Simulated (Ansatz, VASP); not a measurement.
**KF (Carobbiite) in VASP and in Ansatz**

```xyz
2
Lattice="0.0000 2.6895 2.6895 2.6895 0.0000 2.6895 2.6895 2.6895 0.0000" Properties=species:S:1:pos:R:3 pbc="T T T"
K     0.0000    0.0000    0.0000
F     2.6895    2.6895    2.6895
```

Change from the starting cell: volume scaled by 1.02.

Alike in both runs: task single point; functional PBEsol; k mesh 9 × 9 × 9; occupations fermi-dirac, width 0.05 eV; no spin polarisation.

|  | VASP | Ansatz |
| --- | --- | --- |
| version | VASP 6.6.1 | Ansatz 0.2.0 |
| potentials or method | VASP PAW PBE potentials, release 64 (K_sv, F) | Ansatz PAW |
| plane-wave cutoff (eV) | 520 | 420 |
| valence electrons in the cell | 16 | 16 |

```csv
,VASP,Ansatz,Ansatz less VASP
gap on the k mesh at the Fermi level (eV),5.93,5.95,+0.016
least direct gap on the mesh (eV),5.93,5.95,+0.016
pressure (GPa),-1.2,-1.2,-0.03
```

With one functional, cell and mesh, what is left measures potentials, basis and numerics.

Caveats: the PAW data sets were made with another functional, which shifts forces and pressure a little (VASP); an odd mesh through Γ misses points on the zone boundary, where band edges often lie (VASP); odd divisions of the mesh miss points on the zone boundary, where band edges often lie, so the gap on the mesh can be too wide (Ansatz); the pressure holds a Pulay correction of +0.3 GPa for the finite cutoff (Ansatz); the PAW data sets come from PBE, with cores solved anew for the run's functional, which leaves a small shift of forces and pressure (Ansatz).
